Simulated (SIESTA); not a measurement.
Crystal: ZnS (Wurtzite-4H).

```
Zn S
1.0
     3.82270    0.00000    0.00000
    -1.91135    3.31056    0.00000
     0.00000    0.00000   12.52000
Zn S
4 4
Direct
  0.66667 0.33333 0.75000
  0.33333 0.66667 0.25000
  0.00000 0.00000 0.50000
  0.00000 0.00000 0.00000
  0.66667 0.33333 0.93750
  0.33333 0.66667 0.43750
  0.00000 0.00000 0.68750
  0.00000 0.00000 0.18750
```

Base run:

```yaml
Program: SIESTA 5.4.2
Functional: PBEsol
Potentials_or_basis: PseudoDojo 0.4 standard (PBEsol files)
Basis: DZP (energy shift 0.002 Ry)
Grid_cutoff: 800 Ry
Energy_shift: 0.002 Ry
k_mesh: 8 × 8 × 3
Occupations: fermi-dirac, width 0.05 eV
Spin: no spin polarisation
```

Its results: band gap on the k mesh 2.63 eV, direct; pressure -0.3 GPa; largest force 0.026 eV/Å.

Task: The run is repeated on the same cell with these changes: functional from PBEsol to PBE; potentials or basis from PseudoDojo 0.4 standard (PBEsol files) to PseudoDojo 0.5 standard (PBE files). What comes out?

Result: Band gap on the k mesh 2.77 eV, direct; pressure 3.2 GPa; largest force 0.025 eV/Å.

Caveats: semicore shells carry a single zeta, which can move pressures by several GPa and volumes by a few percent; the valence orbitals were made in a potential fitted to the semicore shell under them, which widens gaps by tenths of an eV or more; the basis of atomic orbitals isn't converged, which shifts pressures, moduli and gaps.

Not every run made on this cell is shown here.
